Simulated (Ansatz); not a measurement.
## AlNi in Ansatz: the effect of functional

AlNi:

```
CELL_PARAMETERS angstrom
2.34580 -1.42203 0.00000
2.34580 1.42203 0.00000
-1.38305 0.00000 3.95695
ATOMIC_POSITIONS crystal
Ni 0.50000 0.50000 0.50000
Al 0.00000 0.00000 0.00000
```

The cell comes from a database or a generator and needn't be the stable form of this composition.

The cell isn't the ideal one: volume scaled by 1.06.

Alike in all runs:

| Item | Value |
| --- | --- |
| Program | Ansatz 0.2.0 |
| Task | single point |
| Potentials or basis | Ansatz PAW |
| k mesh | 11 × 11 × 7 |
| Occupations | fermi-dirac, width 0.05 eV |
| Spin | collinear spin, ferromagnetic start |
| Starting moments | [1.0, 0.0] μB |

Q: One run gave: pressure -14.7 GPa. Which functional did it use?
A. r2SCAN
B. LDA
C. PBEsol

A: B.

| functional | cutoff | pressure (GPa) |
| --- | --- | --- |
| LDA | 420 eV (not typed: the program's choice for these potentials) | -14.7 |
| PBEsol | 420 eV (not typed: the program's choice for these potentials) | -10.5 |
| r2SCAN | 500 eV (not typed: the program's choice for these potentials) | -10.4 |

Caveats: the PAW data sets come from PBE, with cores solved anew for the run's functional, which leaves a small shift of forces and pressure; the starting moments weren't kept; the magnetic or orbital state may not be the lowest (some runs).
